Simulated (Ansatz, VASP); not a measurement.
## Two plane-wave programs on ZrO2

Contents of INCAR:

```
SYSTEM = ZrO2
  PREC = Accurate
  ENCUT = 520
  EDIFF = 1E-6
  ISMEAR = 0
  SIGMA = 0.02
  LREAL = .FALSE.
  LASPH = .TRUE.
  NELM = 100
  ALGO = Normal
  ISIF = 2
  LWAVE = .FALSE.
  LCHARG = .FALSE.
  GGA = PE
  NBANDS = 33
```

KPOINTS

```
Automatic mesh
0
G
  6 6 4
  0 0 0
```

POSCAR

```
ZrO2
1.0
    3.6210004933      0.0000000000      0.0000000000
    0.0000000000      3.6210004933      0.0000000000
    0.0000000000      0.0000000000      5.2824378682
Zr O
2 4
Direct
    0.0000000000      0.0000000000      0.0000000000
    0.5000000000      0.5000000000      0.5000000000
    0.0000000000      0.5000000000      0.3071893859
    0.0000000000      0.5000000000      0.8071893859
    0.5000000000      0.0000000000      0.6928106141
    0.5000000000      0.0000000000      0.1928106141
```

Input for Ansatz:

```yaml
crystal:
  lattice:
    - [3.6210004933, 0.0, 0.0]
    - [0.0, 3.6210004933, 0.0]
    - [0.0, 0.0, 5.2824378682]
  atoms:
    - { symbol: Zr, position: [0.0, 0.0, 0.0] }
    - { symbol: Zr, position: [0.5, 0.5, 0.5] }
    - { symbol: O, position: [0.0, 0.5, 0.3071893859] }
    - { symbol: O, position: [0.0, 0.5, 0.8071893859] }
    - { symbol: O, position: [0.5, 0.0, 0.6928106141] }
    - { symbol: O, position: [0.5, 0.0, 0.1928106141] }
basis:
  ecutwfc: 420
kpoints:
  mp_grid: { grid: [6, 6, 4] }
hamiltonian:
  xc: pbe
scf:
  occupations: { method: gaussian, width: 0.02 }
output:
  forces: true
  stress: true
  eigenvalues: true
```

Alike in both runs: task single point; functional PBE; k mesh 6 × 6 × 4; occupations gaussian, width 0.02 eV; no spin polarisation.

```csv
,VASP,Ansatz
version,VASP 6.6.1,Ansatz 0.2.0
potentials or method,"VASP PAW PBE potentials, release 64 (Zr_sv, O)","scalar-relativistic, plane waves, PAW"
plane-wave cutoff (eV),520,420
valence electrons in the cell,48,48
```

|  | VASP | Ansatz | Ansatz less VASP |
| --- | --- | --- | --- |
| gap on the k mesh at the Fermi level (eV) | 4.05 | 4.06 | +0.008 |
| least direct gap on the mesh (eV) | 4.13 | 4.13 | +0.007 |
| pressure (GPa) | 0.3 | 0.0 | -0.32 |
| largest component of the traceless stress (GPa) | 0.08 | 0.01 | -0.071 |
| rms of the force components (eV/Å) | 0.009 | 0.000 | -0.0091 |

Atom by atom the forces differ by 0.010 eV/Å (rms over components).

A k mesh can miss the band edges.
